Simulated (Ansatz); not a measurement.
input.yaml

```yaml
crystal:
  lattice:
    - [3.1678286962, 0.0, 0.0]
    - [-1.5839143481, 2.7434201257, 0.0]
    - [0.0, 0.0, 3.1439509572]
  atoms:
    - { symbol: Mo, position: [0.0, 0.0, 0.0] }
    - { symbol: P, position: [0.3333333333, 0.6666666667, 0.5] }
basis:
  ecutwfc: 420
kpoints:
  mp_grid: { grid: [18, 18, 14] }
hamiltonian:
  xc: pbe
scf:
  occupations: { method: gaussian, width: 0.1 }
output:
  forces: true
  stress: true
  eigenvalues: true
relax:
  adjacent_minimum: "off"
  f_tol: 0.01
  max_steps: 30
  cell: { stress_tol: 0.1, fix: [volume] }
```

Launched with
```bash
ansatz run input.yaml --threads 1 --pin off --max-ram 2560MiB --backend cpu --events-out ev --progress --plain --runs-dir out
```

Level of theory: DFT PBE, scalar-relativistic, plane waves, PAW (Ansatz 0.2.0).

Abridged output (iterations and final results):

```
SCF iter   1: F=—  HF=-5712.988183 eV  |F-HF|=—  |Δ(HF+E_count)|=         —  Δρ=7.10e-3  dr2=5.80e-3  ethr=1.77e-3  ⟨swp⟩=5.0  Hψ=24360  notcnv=0
SCF iter   2: F=—  HF=-5712.989042 eV  |F-HF|=—  |Δ(HF+E_count)|=   8.59e-4  Δρ=4.21e-3  dr2=2.45e-3  ethr=3.05e-5  ⟨swp⟩=1.0  Hψ=6523  notcnv=0
SCF iter   3: F=—  HF=-5712.989515 eV  |F-HF|=—  |Δ(HF+E_count)|=   4.73e-4  Δρ=3.45e-4  dr2=2.16e-5  ethr=1.29e-5  ⟨swp⟩=2.1  Hψ=5720  notcnv=0
SCF iter   4: F=—  HF=-5712.989515 eV  |F-HF|=—  |Δ(HF+E_count)|=   2.49e-7  Δρ=7.34e-5  dr2=7.88e-7  ethr=1.14e-7  ⟨swp⟩=2.0  Hψ=6602  notcnv=0
SCF iter   5: F=-5712.989515 eV  HF=-5712.989515 eV  |F-HF|=2.63e-10  |Δ(HF+E_count)|=   2.79e-7  Δρ=1.43e-5  dr2=3.80e-8  ethr=4.15e-9  ⟨swp⟩=2.7  Hψ=6329  notcnv=0
SCF iter   6: F=-5712.989515 eV  HF=-5712.989515 eV  |F-HF|=3.31e-10  |Δ(HF+E_count)|=   1.08e-8  Δρ=2.56e-6  dr2=1.15e-9  ethr=2.00e-10  ⟨swp⟩=3.4  Hψ=15560  notcnv=0
SCF 1 converged in 6 iterations: F = -5712.989515 eV  dr2 = 1.15e-9
relax step   1: F+E_penalty+E_count = -5712.98951549 eV  Δ(F+E_penalty+E_count) = +0.000e0 eV  max|allowed force component| = 3.701e-17 eV/Å  Δτ_max = 0.0000 Å  P = +15.506 GPa  Ω = 27.323 Å³  fix = [volume]  reactions: volume +15.506 GPa (6 SCF iters, dr2 threshold 1.00e-7 eV, accepted)
Basis set: ecut = 420 eV, 527 PW (Γ), exchange–correlation on 48×48×48 points (8 copies of the dense FFT grid, shifted against one another)
Initial density: handed on by an earlier stage of this run
Initial wavefunctions: those handed on with the density
SCF iter   1: F=—  HF=-5712.989738 eV  |F-HF|=—  |Δ(HF+E_count)|=         —  Δρ=1.38e-3  dr2=4.69e-4  ethr=2.20e-6  ⟨swp⟩=2.2  Hψ=27088  notcnv=0
SCF iter   2: F=—  HF=-5712.989586 eV  |F-HF|=—  |Δ(HF+E_count)|=   1.52e-4  Δρ=5.05e-4  dr2=3.67e-5  ethr=2.20e-6  ⟨swp⟩=2.2  Hψ=5924  notcnv=0
SCF iter   3: F=—  HF=-5712.989583 eV  |F-HF|=—  |Δ(HF+E_count)|=   3.11e-6  Δρ=1.46e-4  dr2=2.34e-6  ethr=1.93e-7  ⟨swp⟩=1.8  Hψ=5341  notcnv=0
SCF iter   4: F=-5712.989583 eV  HF=-5712.989583 eV  |F-HF|=2.68e-9  |Δ(HF+E_count)|=   2.70e-7  Δρ=1.00e-5  dr2=8.13e-9  ethr=1.23e-8  ⟨swp⟩=1.1  Hψ=4210  notcnv=0
SCF iter   5: F=-5712.989583 eV  HF=-5712.989583 eV  |F-HF|=3.64e-12  |Δ(HF+E_count)|=   6.23e-9  Δρ=1.53e-6  dr2=2.49e-10  ethr=4.28e-11  ⟨swp⟩=2.2  Hψ=6773  notcnv=0
SCF iter   6: F=-5712.989583 eV  HF=-5712.989583 eV  |F-HF|=1.82e-12  |Δ(HF+E_count)|=  5.55e-11  Δρ=3.08e-7  dr2=1.02e-11  ethr=1.31e-12  ⟨swp⟩=1.0  Hψ=11509  notcnv=0
SCF 2 converged in 6 iterations: F = -5712.989583 eV  dr2 = 1.02e-11
relax step   2: F+E_penalty+E_count = -5712.98958304 eV  Δ(F+E_penalty+E_count) = -6.755e-5 eV  max|allowed force component| = 7.401e-17 eV/Å  Δτ_max = 0.0000 Å  P = +14.929 GPa  Ω = 27.323 Å³  energy of the carried Pulay correction = -7.639e-6 eV  fix = [volume]  reactions: volume +14.929 GPa (6 SCF iters, dr2 threshold 2.00e-7 eV, accepted)
SCF iter   1: F=—  HF=-5712.990335 eV  |F-HF|=—  |Δ(HF+E_count)|=         —  Δρ=6.67e-4  dr2=1.09e-4  ethr=4.48e-7  ⟨swp⟩=2.8  Hψ=26961  notcnv=0
SCF iter   2: F=—  HF=-5712.990301 eV  |F-HF|=—  |Δ(HF+E_count)|=   3.49e-5  Δρ=2.43e-4  dr2=8.52e-6  ethr=4.48e-7  ⟨swp⟩=2.2  Hψ=6018  notcnv=0
SCF iter   3: F=—  HF=-5712.990300 eV  |F-HF|=—  |Δ(HF+E_count)|=   6.55e-7  Δρ=7.11e-5  dr2=5.53e-7  ethr=4.48e-8  ⟨swp⟩=1.8  Hψ=5390  notcnv=0
SCF iter   4: F=-5712.990300 eV  HF=-5712.990300 eV  |F-HF|=7.37e-10  |Δ(HF+E_count)|=   6.69e-8  Δρ=4.87e-6  dr2=1.81e-9  ethr=2.91e-9  ⟨swp⟩=1.0  Hψ=4190  notcnv=0
SCF iter   5: F=-5712.990300 eV  HF=-5712.990300 eV  |F-HF|=4.55e-12  |Δ(HF+E_count)|=   1.28e-9  Δρ=6.80e-7  dr2=4.39e-11  ethr=9.52e-12  ⟨swp⟩=2.2  Hψ=6792  notcnv=0
SCF iter   6: F=-5712.990300 eV  HF=-5712.990300 eV  |F-HF|=9.09e-13  |Δ(HF+E_count)|=  1.27e-11  Δρ=1.20e-7  dr2=2.59e-12  ethr=1.00e-12  ⟨swp⟩=1.0  Hψ=9729  notcnv=0
SCF 3 converged in 6 iterations: F = -5712.990300 eV  dr2 = 2.59e-12
relax step   3: F+E_penalty+E_count = -5712.99029996 eV  Δ(F+E_penalty+E_count) = -7.169e-4 eV  max|allowed force component| = 7.401e-17 eV/Å  Δτ_max = 0.0000 Å  P = +15.205 GPa  Ω = 27.323 Å³  energy of the carried Pulay correction = -3.926e-6 eV  fix = [volume]  reactions: volume +15.205 GPa (6 SCF iters, dr2 threshold 2.00e-7 eV, accepted)
Initial wavefunctions: pseudopotential atomic-orbital guess (no wavefunctions were taken with the density)
SCF iter   1: F=—  HF=-5712.990304 eV  |F-HF|=—  |Δ(HF+E_count)|=         —  Δρ=1.02e-5  dr2=3.74e-9  ethr=3.08e-8  ⟨swp⟩=3.0  Hψ=36406  notcnv=0
SCF iter   2: F=—  HF=-5712.990304 eV  |F-HF|=—  |Δ(HF+E_count)|=   6.47e-8  Δρ=4.72e-6  dr2=6.86e-10  ethr=1.97e-11  ⟨swp⟩=2.1  Hψ=7008  notcnv=0
SCF iter   3: F=-5712.990304 eV  HF=-5712.990304 eV  |F-HF|=3.82e-11  |Δ(HF+E_count)|=   1.56e-9  Δρ=7.02e-7  dr2=2.06e-11  ethr=3.61e-12  ⟨swp⟩=2.7  Hψ=7124  notcnv=0
SCF iter   4: F=-5712.990304 eV  HF=-5712.990304 eV  |F-HF|=1.82e-12  |Δ(HF+E_count)|=  4.00e-11  Δρ=9.33e-8  dr2=4.95e-13  ethr=1.00e-12  ⟨swp⟩=1.0  Hψ=4144  notcnv=0
SCF iter   5: F=-5712.990304 eV  HF=-5712.990304 eV  |F-HF|=9.09e-13  |Δ(HF+E_count)|=  9.09e-13  Δρ=1.30e-8  dr2=3.60e-14  ethr=1.00e-12  ⟨swp⟩=1.0  Hψ=4144  notcnv=0
SCF iter   6: F=-5712.990304 eV  HF=-5712.990304 eV  |F-HF|=0.00e0  |Δ(HF+E_count)|=  9.09e-13  Δρ=2.86e-9  dr2=1.54e-15  ethr=1.00e-12  ⟨swp⟩=1.0  Hψ=4144  notcnv=0
SCF iter   7: F=-5712.990304 eV  HF=-5712.990304 eV  |F-HF|=9.09e-13  |Δ(HF+E_count)|=    0.00e0  Δρ=6.47e-10  dr2=1.10e-16  ethr=1.00e-12  ⟨swp⟩=1.0  Hψ=9476  notcnv=0
SCF 4 converged in 7 iterations: F = -5712.990304 eV  dr2 = 1.10e-16
SCF converged after 7 iterations
Free energy (F): -5712.990304 eV
Harris-Foulkes:  -5712.990304 eV  (|F-HF|=9.09e-13)
Internal energy: -5712.986223 eV  (E = F + TS)
E sigma→0 (E₀):  -5712.988264 eV
Entropy (-TS):   -0.004081 eV (-2.041 meV/atom)
Fermi energy:    18.301818 eV
--- Per-component energies (eV) ---
  E_band       = -44.474321
  E_kinetic    = 521.154586
  E_local      = -988.791404  (includes V_loc(G=0)·N_el)
  E_nonlocal   = 176.771342
  E_hartree    = 346.735664
  E_xc         = -248.857417
  E_vxc        = -295.022732  (∫ρ·V_xc dr)
  E_paw        = -3771.122509  (= ΣΔE_a)
  E_vpaw       = -152.057489  (= ΣTr[D̂ρ^β])
  E_aug_tail   = 0.000047  (compensation charges beyond the density's cutoff)
  E_ewald      = -1748.876532
  E_smearing   = -0.004081  (= −TS)
--- Forces (eV/Å), atoms counted from 1 ---
  atom   1  Mo     0.00000000     0.00000000     0.00000000
  atom   2  P      0.00000000     0.00000000     0.00000000
--- Stress (GPa, compression-positive) ---
       15.207610       0.000000       0.000000
        0.000000      15.207610       0.000000
        0.000000       0.000000      15.198585
  P = ⅓ Tr σ = 15.2046 GPa (152.046 kbar)
--- Band table (eV; the first three rows and the last of 296) ---
  k-point 0: bands = ["-42.8480", "-17.0225", "-16.7795", "-16.7795", "4.0372", "13.8183", "14.8888", "14.8888", "17.5458", "18.5999", "18.5999", "22.6807", "22.6807", "24.0728"]
  k-point 1: bands = ["-42.8469", "-17.0398", "-16.7781", "-16.7781", "4.1256", "13.7254", "14.9293", "14.9293", "17.5035", "18.3715", "18.3715", "22.8730", "22.8730", "24.1369"]
  k-point 2: bands = ["-42.8436", "-17.0880", "-16.7740", "-16.7740", "4.3841", "13.4007", "15.0452", "15.0452", "17.4994", "17.8514", "17.8514", "23.1443", "23.1443", "24.3222"]
  k-point 295: bands = ["-42.7782", "-17.2527", "-17.0455", "-17.0088", "7.2770", "11.0551", "12.4388", "14.9983", "16.8722", "19.9685", "21.9928", "22.7406", "22.8849", "23.5577"]
--- Relaxed structure (3 steps of the walk, 3 accepted, 1 SCFs on fresh bases) ---
  F+E_penalty+E_count = -5712.99030410 eV   max|allowed force component| = 7.401e-17 eV/Å   (the final SCF, on the basis selected at the relaxed cell)
  cell:  # Å, volume = 27.3231 Å³
    - [3.16069235, 0.0, 0.0]
    - [-1.58034617, 2.73723987, 0.0]
    - [0.0, 0.0, 3.15816407]
  atoms:
    - { symbol: Mo, position: [0.0, 0.0, 0.0] }
    - { symbol: P, position: [0.33333333, 0.66666666, 0.5] }
```

The relaxation met its thresholds.

The run took 56 s on 1 thread of Arm Neoverse V1, with other jobs on the host, peak memory 0.43 GiB.